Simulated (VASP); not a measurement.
The system is BeTe.

```
Te Be
1.0
     0.00000    2.77000    2.77000
     2.77000    0.00000    2.77000
     2.77000    2.77000    0.00000
Te Be
1 1
Direct
  0.75000 0.75000 0.75000
  0.00000 0.00000 0.00000
```

Base run:

```yaml
Program: VASP 6.6.1
Functional: HSE06
Potentials_or_basis: VASP PAW PBE potentials, release 64 (Te, Be)
Cutoff: 520 eV
k_mesh: 6 × 6 × 6
Occupations: gaussian, width 0.02 eV
Spin: no spin polarisation
```

Its results: band gap on the k mesh 2.52 eV, indirect (least direct gap 4.44 eV); pressure 3.1 GPa.

Q: After a change of settings the same cell gave: band gap on the k mesh 3.16 eV, indirect (least direct gap 5.10 eV); pressure 3.1 GPa. Which change was it?
A. functional from HSE06 to HSE03
B. functional from HSE06 to r2SCAN-EpsX
C. functional from HSE06 to PBE0

A: C.

Caveats: the PAW data sets were made with another functional, which shifts forces and pressure a little; spin-orbit coupling is left out, which moves the levels of the heavy elements.
